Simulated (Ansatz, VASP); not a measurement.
**Two plane-wave programs on TaN**

File INCAR:

```
SYSTEM = TaN
PREC     = Accurate       ! precision mode
ENCUT    = 600            ! plane-wave cutoff, eV
EDIFF    = 1E-6           ! SCF threshold, eV
ISMEAR   = -1             ! smearing method
SIGMA    = 0.05           ! smearing width, eV
LREAL    = .False.        ! projectors in reciprocal space
LASPH    = .True.         ! aspherical terms in the spheres
NELM     = 60             ! most SCF steps
ALGO     = Fast           ! electronic algorithm
ISIF     = 3              ! what is computed and relaxed
LWAVE    = .False.        ! write WAVECAR
LCHARG   = .False.        ! write CHGCAR
GGA      = RE             ! functional
IBRION   = 2              ! ionic algorithm
NSW      = 40             ! ionic steps
EDIFFG   = -0.005         ! ionic threshold
```

KPOINTS

```
regular mesh
0
Gamma
  10 10 5
  0 0 0
```

File POSCAR:

```
TaN
1.0
    2.9217699809      0.0000000000      0.0000000000
   -1.4608849905      2.5303270275      0.0000000000
    0.0000000000      0.0000000000      5.9165150000
Ta N
2 2
Direct
    0.0000000000      0.0000000000      0.5000000000
    0.0000000000      0.0000000000      0.0000000000
    0.3333333333      0.6666666667      0.2500000000
    0.6666666667      0.3333333333      0.7500000000
```

Contents of input.yaml:

```yaml
crystal:
  lattice:
    - [2.9217699809, 0.0, 0.0]
    - [-1.4608849905, 2.5303270275, 0.0]
    - [0.0, 0.0, 5.916515]
  atoms:
    - { symbol: Ta, position: [0.0, 0.0, 0.5] }
    - { symbol: Ta, position: [0.0, 0.0, 0.0] }
    - { symbol: "N", position: [0.3333333333, 0.6666666667, 0.25] }
    - { symbol: "N", position: [0.6666666667, 0.3333333333, 0.75] }
hamiltonian:
  xc: revpbe
  pseudopotentials: { kind: paw }
kpoints:
  mp_grid: { grid: [10, 10, 5] }
scf:
  occupations: { method: fermi_dirac, width: 0.05 }
output:
  forces: true
  stress: true
  eigenvalues: true
  write_density: true
  write_potential: true
  elf: true
  volumetric_format: npy
relax:
  f_tol: 0.01
  max_steps: 40
  cell: { stress_tol: 0.05 }
```

The cell comes from a database or a generator and needn't be the stable form of this composition.

Alike in both runs: task relaxation of cell and atoms; functional revPBE; k mesh 10 × 10 × 5; occupations fermi-dirac, width 0.05 eV; no spin polarisation.

```csv
,VASP,Ansatz
version,VASP 6.6.1,Ansatz 0.2.0
potentials or method,"VASP PAW PBE potentials, release 64 (Ta_pv, N)",Ansatz PAW
plane-wave cutoff (eV),600,420
valence electrons in the cell,32,36
```

Ansatz gave:

* gap on the k mesh at the Fermi level, each at its own relaxed structure (eV): none
* relaxed volume (Å³/atom): 11.01
* relaxed cell length with the largest relative difference (Å): 5.933

Problem. Which values does VASP return?

Solution. gap on the k mesh at the Fermi level, each at its own relaxed structure (eV): none; relaxed volume (Å³/atom): 11.03; relaxed cell length with the largest relative difference (Å): 5.937.

A gap of «none» marks a metal or a gap that the smearing closes. The two sets of potentials don't hold the same shells in valence.

Caveats: the PAW data sets were made with another functional, which shifts forces and pressure a little (VASP); the plane-wave basis is chosen anew once the cell has moved, so the energies of steps on either side of that aren't comparable (Ansatz); the pressure holds a Pulay correction of +0.4 GPa for the finite cutoff (Ansatz); the PAW data sets come from PBE, with cores solved anew for the run's functional, which leaves a small shift of forces and pressure (Ansatz). Spin-orbit coupling is left out, which matters for the levels of Ta.
